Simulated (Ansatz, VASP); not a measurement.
## AlN in VASP and in Ansatz

INCAR

```
PREC = Accurate
ENCUT = 520
EDIFF = 1E-6
ISMEAR = 0
SIGMA = 0.05
LREAL = F
LASPH = T
NELM = 100
ALGO = Normal
ISIF = 2
LWAVE = F
LCHARG = F
NBANDS = 16
```

File KPOINTS:

```
Automatic mesh
0
Gamma
  8 8 6
```

POSCAR

```
AlN
1.0
    0.0000000000     -1.9888743075     -1.9888743075
    0.0000000000      1.9888743075     -1.9888743075
    3.9777486148      0.0000000000      0.0000000000
Al N
2 2
Direct
    0.5167537586      0.4832462414      0.0000000000
   -0.0167537586      0.0167537586      0.5000000000
    0.4931383696      0.5068616304      0.5000000000
    0.0068616304      0.9931383696      0.0000000000
```

Input for Ansatz:

```yaml
crystal:
  lattice:
    - [0.0, -1.9888743075, -1.9888743075]
    - [0.0, 1.9888743075, -1.9888743075]
    - [3.9777486148, 0.0, 0.0]
  atoms:
    - { symbol: Al, position: [0.5167537586, 0.4832462414, 0.0] }
    - { symbol: Al, position: [-0.0167537586, 0.0167537586, 0.5] }
    - { symbol: "N", position: [0.4931383696, 0.5068616304, 0.5] }
    - { symbol: "N", position: [0.0068616304, 0.9931383696, 0.0] }
basis:
  ecutwfc: 520.0
kpoints:
  mp_grid: { grid: [8, 8, 6] }
hamiltonian:
  xc: lda
scf:
  occupations: { method: gaussian, width: 0.05 }
output:
  forces: true
  stress: true
  eigenvalues: true
```

Change from the starting cell: mode 4 frozen in at -0.067 Å, equal normal strain along x, y and z -0.0083.

Alike in both runs: task single point; functional LDA; k mesh 8 × 8 × 6; occupations gaussian, width 0.05 eV; no spin polarisation.

|  | VASP | Ansatz |
| --- | --- | --- |
| version | VASP 6.6.1 | Ansatz 0.2.0 |
| potentials or method | VASP PAW LDA potentials, release 64 (Al, N) | scalar-relativistic, plane waves, PAW |
| plane-wave cutoff (eV) | 520 | 520 |
| valence electrons in the cell | 16 | 16 |

```csv
,VASP,Ansatz,Ansatz less VASP
gap on the k mesh at the Fermi level (eV),4.91,4.92,+0.014
least direct gap on the mesh (eV),4.94,4.96,+0.014
pressure (GPa),8.4,7.7,-0.71
largest component of the traceless stress (GPa),0.77,0.76,-0.009
rms of the force components (eV/Å),0.335,0.331,-0.0036
```

Atom by atom the forces differ by 0.007 eV/Å (rms over components).

A k mesh can miss the band edges.
